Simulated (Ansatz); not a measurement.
# Ce (Im-3m) in Ansatz: single point with PBE

Aim: the single point of Ce with PBE.

Everything below comes from runs of Ansatz 0.2.0. Logs are shortened: lines on timing, memory, paths and dates and some standing lists are left out, and cuts for length are marked.

### Step 1. Starting point

Symmetry: Im-3m, No. 229, cubic system. Conventional cell: a = 3.887 Å, b = 3.887 Å, c = 3.887 Å, α = 90.00°, β = 90.00°, γ = 90.00°. Ce (site symmetry m-3m) has 8 Ce at 3.37 Å as nearest neighbours.

This isn't the form of Ce at room conditions, which is fcc.

### Step 2. Single point, PBE, collinear spin, ferromagnetic start

Contents of input.yaml:

```yaml
crystal:
  lattice:
    - [-1.9432985503, 1.9432985503, 1.9432985503]
    - [1.9432985503, -1.9432985503, 1.9432985503]
    - [1.9432985503, 1.9432985503, -1.9432985503]
  atoms:
    - { symbol: Ce, position: [0.0, 0.0, 0.0], spin: 2.5 }
hamiltonian:
  xc: pbe
  pseudopotentials: { kind: paw }
magnetization:
  spin_polarized: true
kpoints:
  mp_grid: { grid: [10, 10, 10] }
scf:
  occupations: { method: fermi_dirac, width: 0.05 }
output:
  forces: true
  stress: true
  eigenvalues: true
```

Potentials or basis: Ansatz PAW.

The run is started by

```sh
$ ansatz run input.yaml --threads 2 --pin off --max-ram 5120MiB --backend cpu --events-out ev --progress --plain --runs-dir out
```

Output:

```text
Warning: where an SCF of this run starts from atoms to list the orders of its open shells, Ce (site 0, from 0) starts with 0.97 μB on its 4f shell and 1.03 μB on its 5d shell, in the place of the 2.50 μB that the deck gives it: its open shells can hold no more by Hund's first rule. To start from spheres of the given moment, type scf.initial_density.shell_occupations: []
Warning: RAYON_NUM_THREADS=2 ignored (pool sized by the plan → 2); use --threads N
band count auto-derived: 16 (N_el = 12.0; filled up to band 6; 12 by the electrons, moments and atoms)
Engine: ansatz 0.2.0, aarch64-unknown-linux-gnu
Pseudopotentials: kind: paw
Pseudopotential: Ce, paw, valence charge 12, recommended cutoff 420 eV (normal), Ce.paw.azcp
Functional definition: PBE
  parameter kappa = 0.804
  parameter beta = 0.06672455060314922
  exchange = pbe_x(kappa = kappa, mu = beta*pi^2/3)
  correlation = pbe_c(beta = beta)
Crystal: 1 atoms, lattice volume = 29.355 Å³
Basis set: ecut = 420 eV, 603 PW (Γ), exchange–correlation on 48×48×48 points (8 copies of the dense FFT grid, shifted against one another)
Bands: 16, of which v1, the nominal top of the filled ones, is band 6 counted from 1 (5 counted from 0)
Symmetry: 48 space group operations
Space group: Im-3m (ITA 229), of the structure as read, at distance tolerance 3.1e-5 Å
Magnetic group: BNS 229.140 (UNI 1642), of the structure as read, at distance tolerance 3.1e-5 Å
k-points: 47 of 1000
Non-local potential: Ce, projectors of the file, l = 0: 3, l = 1: 2, l = 2: 2, l = 3: 3
PAW form: soft (Blöchl's): semilocal exchange-correlation on the pseudo side does not see the compensation charge
PAW one-centre angular grid: Ce, 590 points (default); XC on 64 Gauss nodes
Initial density: superposition of atomic densities (chi_scale 0.1, normalization cell)
Starting moments: Σ|m| = 2.5 μB on 1 of 1 site
Initial wavefunctions: pseudopotential atomic-orbital guess
Functional: x = pbe(κ = 0.804, μ = 0.2195149727645171), c = pbe(β = 0.06672455060314922)
SCF iter   1: F=—  HF=-6576.654399 eV  |F-HF|=—  |Δ(HF+E_count)|=         —  Δρ=1.00e-1 (↑1.00e-1 ↓9.87e-2)  dr2=5.57e0  dr2_m=3.59e-1  M=1.050 μB ∫|m|=1.050 μB  β_m=0.30  ethr=3.10e-3  ⟨swp⟩=5.8  Hψ=7725  notcnv=0
Mixer restart at iter 1: flushing history
preconditioner: auto → Kerker (q_TF=auto, 2.350 Å⁻¹)  [metal: Δε(μ)=0.013 eV  Ē_g=12.789 eV  σ=0.050 eV  W_gap=0.06  n_scr=12 (ndim 8)  ℏωp=21.7 eV  f_vac=0.004  D(μ)=3.79/eV (n_scr^D=54)]
spin=Collinear: Kerker preconditioning applied to the charge; magnetization (m = ρ↑ − ρ↓) channel mixes plain (no charge-response kernel on spin).
SCF iter   2: F=—  HF=-6575.914855 eV  |F-HF|=—  |Δ(HF+E_count)|=   7.40e-1  Δρ=7.10e-2 (↑6.57e-2 ↓7.10e-2)  dr2=2.46e0  dr2_m=1.71e-1  M=0.996 μB ∫|m|=0.996 μB  β_m=0.57  ethr=3.10e-3  ⟨swp⟩=3.2  Hψ=4545  notcnv=0  defer=72
SCF iter   3: F=—  HF=-6575.185117 eV  |F-HF|=—  |Δ(HF+E_count)|=   7.30e-1  Δρ=1.09e-2 (↑1.09e-2 ↓9.36e-3)  dr2=1.92e-2  dr2_m=1.11e-2  M=0.890 μB ∫|m|=0.890 μB  β_m=0.79  ethr=3.10e-3  ⟨swp⟩=4.0  Hψ=4370  notcnv=0  defer=72
SCF iter   4: F=—  HF=-6575.312646 eV  |F-HF|=—  |Δ(HF+E_count)|=   1.28e-1  Δρ=5.48e-3 (↑5.48e-3 ↓1.67e-3)  dr2=7.26e-3  dr2_m=2.01e-3  M=0.867 μB ∫|m|=0.867 μB  β_m=0.89  ethr=1.60e-4  ⟨swp⟩=3.7  Hψ=4149  notcnv=0  defer=56
SCF iter   5: F=—  HF=-6575.352818 eV  |F-HF|=—  |Δ(HF+E_count)|=   4.02e-2  Δρ=3.95e-3 (↑3.95e-3 ↓3.68e-4)  dr2=3.66e-3  dr2_m=1.20e-3  M=0.866 μB ∫|m|=0.866 μB  β_m=0.95  ethr=6.05e-5  ⟨swp⟩=3.0  Hψ=3492  notcnv=0  defer=49
SCF iter   6: F=—  HF=-6575.365875 eV  |F-HF|=—  |Δ(HF+E_count)|=   1.31e-2  Δρ=1.34e-3 (↑1.34e-3 ↓4.63e-4)  dr2=3.29e-4  dr2_m=1.98e-4  M=0.879 μB ∫|m|=0.879 μB  β_m=0.97  ethr=3.05e-5  ⟨swp⟩=3.0  Hψ=3424  notcnv=0  defer=45
SCF iter   7: F=—  HF=-6575.367310 eV  |F-HF|=—  |Δ(HF+E_count)|=   1.43e-3  Δρ=7.65e-4 (↑7.65e-4 ↓4.53e-4)  dr2=3.84e-5  dr2_m=9.73e-5  M=0.904 μB ∫|m|=0.904 μB  β_m=0.99  ethr=2.74e-6  ⟨swp⟩=2.1  Hψ=3051  notcnv=0  defer=44
SCF iter   8: F=—  HF=-6575.367419 eV  |F-HF|=—  |Δ(HF+E_count)|=   1.10e-4  Δρ=3.34e-4 (↑2.59e-4 ↓3.34e-4)  dr2=6.21e-6  dr2_m=2.19e-5  M=0.940 μB ∫|m|=0.940 μB  β_m=0.99  ethr=3.20e-7  ⟨swp⟩=2.1  Hψ=2907  notcnv=0  defer=44
SCF iter   9: F=—  HF=-6575.369686 eV  |F-HF|=—  |Δ(HF+E_count)|=   2.27e-3  Δρ=2.64e-4 (↑2.64e-4 ↓1.14e-4)  dr2=6.93e-6  dr2_m=9.01e-6  M=0.964 μB ∫|m|=0.964 μB  β_m=1.00  ethr=5.17e-8  ⟨swp⟩=2.9  Hψ=2888  notcnv=0  defer=44
SCF iter  10: F=—  HF=-6575.369723 eV  |F-HF|=—  |Δ(HF+E_count)|=   3.71e-5  Δρ=6.13e-5 (↑6.13e-5 ↓4.81e-5)  dr2=4.56e-8  dr2_m=7.98e-7  M=0.987 μB ∫|m|=0.987 μB  β_m=0.93  ethr=5.17e-8  ⟨swp⟩=2.9  Hψ=2970  notcnv=0  defer=44
SCF iter  11: F=—  HF=-6575.369723 eV  |F-HF|=—  |Δ(HF+E_count)|=   7.96e-8  Δρ=1.62e-5 (↑1.62e-5 ↓1.32e-5)  dr2=1.06e-8  dr2_m=5.57e-8  M=0.981 μB ∫|m|=0.981 μB  β_m=0.96  ethr=3.80e-10  ⟨swp⟩=3.5  Hψ=2816  notcnv=0  defer=44
SCF iter  12: F=—  HF=-6575.369723 eV  |F-HF|=—  |Δ(HF+E_count)|=   2.84e-7  Δρ=7.39e-6 (↑7.39e-6 ↓4.19e-6)  dr2=8.29e-9  dr2_m=7.80e-9  M=0.984 μB ∫|m|=0.984 μB  β_m=0.88  ethr=8.86e-11  ⟨swp⟩=3.5  Hψ=2588  notcnv=0  defer=44
iter 13 did not close the SCF: its close was put off for a magnetic moment that had not settled (scf_convergence_deferred on its scf_iter line)
SCF iter  13: F=-6575.369723 eV  HF=-6575.369723 eV  |F-HF|=2.17e-9  |Δ(HF+E_count)|=   5.36e-8  Δρ=4.61e-6 (↑4.61e-6 ↓9.04e-7)  dr2=3.36e-9  dr2_m=2.01e-9  M=0.985 μB ∫|m|=0.985 μB  β_m=0.94  ethr=6.91e-11  ⟨swp⟩=4.9  Hψ=6688  notcnv=0
SCF iter  14: F=-6575.369723 eV  HF=-6575.369723 eV  |F-HF|=3.12e-9  |Δ(HF+E_count)|=   1.29e-9  Δρ=3.41e-6 (↑3.41e-6 ↓8.71e-7)  dr2=3.60e-9  dr2_m=7.24e-10  M=0.985 μB ∫|m|=0.985 μB  ethr=2.80e-11  ⟨swp⟩=1.8  Hψ=3949  notcnv=0
SCF 1 converged in 14 iterations: F = -6575.369723 eV  dr2 = 3.60e-9
SCF converged after 14 iterations
Magnetization: 0.9849 μB (6.4924 up, 5.5076 down)
Absolute magnetization: 0.9849 μB (∫|ρ↑−ρ↓|, with the PAW one-centre terms)
Spin contamination: 0.0021 ħ² per cell (⟨S²⟩ above its minimum at these occupations)
Per-site moments (μB) at R_I (Å): [(0.804746489686252, 1.388430377150249)]
Free energy (F): -6575.369723 eV
Harris-Foulkes:  -6575.369723 eV  (|F-HF|=3.12e-9)
Internal energy: -6575.325486 eV  (E = F + TS)
E sigma→0 (E₀):  -6575.347605 eV
Entropy (-TS):   -0.044237 eV (-44.237 meV/atom)
Fermi energy:    14.554327 eV
--- Per-component energies (eV) ---
  E_band       = 0.158799
  E_kinetic    = 371.888172
  E_local      = -349.051521  (includes V_loc(G=0)·N_el)
  E_nonlocal   = -40.739649
  E_hartree    = 115.422841
  E_xc         = -223.291226
  E_vxc        = -248.012826  (∫ρ·V_xc dr)
  E_paw        = -5478.765454  (= ΣΔE_a)
  E_vpaw       = 35.229957  (= ΣTr[D̂ρ^β])
  E_aug_tail   = 0.000000  (compensation charges beyond the density's cutoff)
  E_ewald      = -970.788649
  E_smearing   = -0.044237  (= −TS)
  E_closure    = 0.000000  (closes the sum)
  Σ components = -6575.369723   (vs F -6575.369723, Δ=0.00e0)
--- Forces (eV/Å), atoms counted from 1 ---
  atom   1  Ce     0.00000000    -0.00000000     0.00000000
  max |Σ_I F_I| component: 6.47e-32 eV/Å
--- Stress (GPa, compression-positive) ---
       -0.657349      -0.000000      -0.000000
       -0.000000      -0.657349      -0.000000
        0.000000      -0.000000      -0.657349
  P = ⅓ Tr σ = -0.6573 GPa (-6.573 kbar)
--- Band table (eV; the first three rows and the last of 94) ---
  k-point 0 ↑: bands = ["-20.2419", "-1.8069", "-1.8069", "-1.8069", "11.3068", "14.4735", "14.4735", "14.4735", "15.3297", "15.3297", "15.3297", "15.5635", "16.1185", "16.1185", "16.1185", "18.9341"]
  k-point 1 ↑: bands = ["-20.2065", "-2.0512", "-1.8766", "-1.8106", "11.7082", "14.3942", "14.4524", "14.4798", "15.2291", "15.2404", "15.3049", "15.4409", "15.9575", "16.2310", "16.7438", "18.6360"]
  k-point 2 ↑: bands = ["-20.1124", "-2.6453", "-2.0535", "-1.8208", "12.5376", "14.3037", "14.3804", "14.4985", "15.0744", "15.1272", "15.2582", "15.4174", "15.6044", "16.3506", "18.0737", "18.4644"]
  k-point 46 ↓: bands = ["-19.2162", "-2.9207", "-2.9207", "-2.9207", "12.2854", "12.2854", "15.0752", "15.3123", "15.3123", "15.3123", "15.8298", "15.8298", "15.8298", "22.2781", "22.2781", "22.2781"]
```

It took 2.6 s on 2 threads of Arm Neoverse V2, shared host; peak memory 0.34 GiB.

What came out:

```yaml
Free_energy: -6575.3697 eV
Pressure: -0.7 GPa
Band_gap_on_the_k_mesh: none (metal or under the smearing width)
Net_moment: 0.98 μB per cell
Absolute_moment: 0.98 μB per cell
Site_moments: Ce +0.80 μB
```

Caveat: the magnetic or orbital state may not be the lowest; spin-orbit coupling is left out, which moves the levels of the heavy elements. The state reached can hang on the start; a lower one may exist.
